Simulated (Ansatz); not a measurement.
AlCu₃: computed properties

The calculation used DFT PBEsol, scalar-relativistic, plane waves, PAW in Ansatz 0.2.0.

Cutoff 420 eV; k points 12×12×12 on the computed 4-atom cell (Γ-centred); Gaussian smearing, width 0.10 eV; no spin polarisation.

The structure is relaxed at this level of theory with its symmetry kept. Whether it is the stable form of this composition wasn't checked.

It takes space group Fm-3m (No. 225, cubic). The conventional cell has a = 5.767 Å, b = 5.767 Å, c = 5.767 Å, α = 90.00°, β = 90.00°, γ = 90.00°. Around Al (site symmetry m-3m) lie 8 Cu at 2.50 Å. Around Cu (site symmetry m-3m) lie 8 Cu at 2.50 Å. Cu (site symmetry -43m) is surrounded by 4 Al at 2.50 Å and 4 Cu at 2.50 Å.

```
Volume per atom                                                   : 11.99 Å³
Formation energy from the elements' standard states (uncorrected) : -0.178 eV/atom
Kohn–Sham band gap                                                : none (metal)
Density of states at the Fermi level                              : 1.07 states/eV per cell
Löwdin character within 0.5 eV of the Fermi level                 : Al 3p 38 %, Cu 3d 26 %, Cu 4s 13 %, Al 3s 7 %, unprojected 15 %
Bulk modulus                                                      : 152 GPa
Its pressure derivative                                           : 4.7
Bader charges (e)                                                 : Al (1 in the cell) 1.59, Cu (1 in the cell) -0.18, Cu (2 in the cell) -0.71
```